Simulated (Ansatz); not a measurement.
## A film clamped to a substrate in Ge

Level of theory: DFT PBE, scalar-relativistic, plane waves, PAW in Ansatz. The runs took a 420 eV cutoff, a Γ-centred 12×12×8 mesh and Gaussian smearing (0.15 eV). No spin polarisation. Energies are free energies at this smearing, counted from the undisturbed cell; pressure is positive in compression.

Zero of the scan (relaxed at this level; this form isn't the usual structure):

```xyz
4
Lattice="4.0582 0.0000 0.0000 -2.0291 3.5145 0.0000 0.0000 0.0000 6.6925" Properties=species:S:1:pos:R:3 pbc="T T T"
Ge    2.0291    1.1715    0.4202
Ge    0.0000    2.3430    3.7665
Ge    2.0291    1.1715    2.9260
Ge    0.0000    2.3430    6.2723
```

The cell (4 atoms, V0 = 95.45 Å³) is strained by p along both x and y and by q along z, fractional coordinates fixed. τp = (1/V0) ∂E/∂p = (σxx + σyy)(1 + p)(1 + q) and τq = (1/V0) ∂E/∂q = σzz(1 + p)², with tension positive.

| p | q | ΔE (meV/atom) | τp (GPa) | τq (GPa) |
| --- | --- | --- | --- | --- |
| 0.000 | 0.000 | 0.00 | 0.00 | -0.01 |
| -0.015 | 0.000 | 5.99 | -5.49 | -0.28 |
| 0.015 | 0.000 | 5.45 | 4.76 | 0.18 |
| 0.000 | -0.015 | 2.92 | -0.22 | -2.68 |
| 0.000 | 0.015 | 2.61 | 0.23 | 2.28 |

Problem. Get the second derivatives of the energy density.

Solution. Central differences give A = ∂τp/∂p = 342 GPa (C11 + C22 + 2 C12), C = ∂τq/∂q = 165 GPa (C33) and the cross term B = ∂τq/∂p = 15.2 GPa (C13 + C23); ∂τp/∂q = 15.0 GPa must equal B, and any difference shows higher-order terms. The ions are clamped.

Problem. A film of this crystal grows with z along the normal on a substrate that imposes p. How does its thickness respond, and what does the misfit cost?

Solution. Count p and q from the stress-free cell. A free surface needs τq = 0, so q = −(B/C) p = -0.09 p. The energy density left is (A − B²/C) p²/2 = M p², with the biaxial modulus M = 170 GPa; a misfit of 1 % costs 2.53 meV/atom, against 2.54 meV/atom if the thickness were held.

At p = -0.030 the energies along q are 40.2 (q = -0.030), 29.4 (q = -0.015), 25.2 (q = 0.000), 26.4 (q = 0.015), 32.4 (q = 0.030) meV/atom.

Problem. Does the linear rule hold at this misfit?

Solution. A parabola through the lowest point and its neighbours has its minimum at q = 0.004, 24.9 meV/atom. With the stress left in the starting cell, τp0 and τq0, linear elasticity gives q = −(τq0 + Bp)/C = 0.003 and E = V0(τp0 p + τq0 q + Ap²/2 + Bpq + Cq²/2)/N = 22.8 meV/atom. The two agree within a tenth in energy.

Forces appear on the atoms along this scan, and letting them relax would lower the energy and soften the response. In a metal these slopes depend on the k mesh and the smearing.

Cost: 21 runs of about 11 core-minutes in all, on Intel Xeon Processor @ 2.50GHz (Skylake/Cascade Lake) (shared hosts).

The cell is hexagonal-diamond (lonsdaleite) Ge, and its most striking result is how weakly the in-plane and normal strains couple. Letting the thickness adjust lowers the cost of a 1 % misfit only from 2.54 to 2.53 meV/atom. This near-absence of a Poisson response is not typical of tetrahedral semiconductors, and most likely reflects the fixed fractional coordinates. A real sp3 network accommodates in-plane compression largely by bending bond angles, which increases the puckering of the layers and pushes them apart. With that internal displacement blocked, the slanted bonds must shorten instead. Relaxation should therefore raise the cross term B even as it lowers the biaxial modulus, so q = -0.09 p probably understates the thickness change of a real film.

Compression costs more than equal tension along both directions, as expected from the steep short-range repulsion between bonded atoms. The same anharmonicity explains why linear elasticity gives too low an energy at p = -0.030, although it places the optimum thickness well. For tensile misfit the energy error should have the opposite sign.
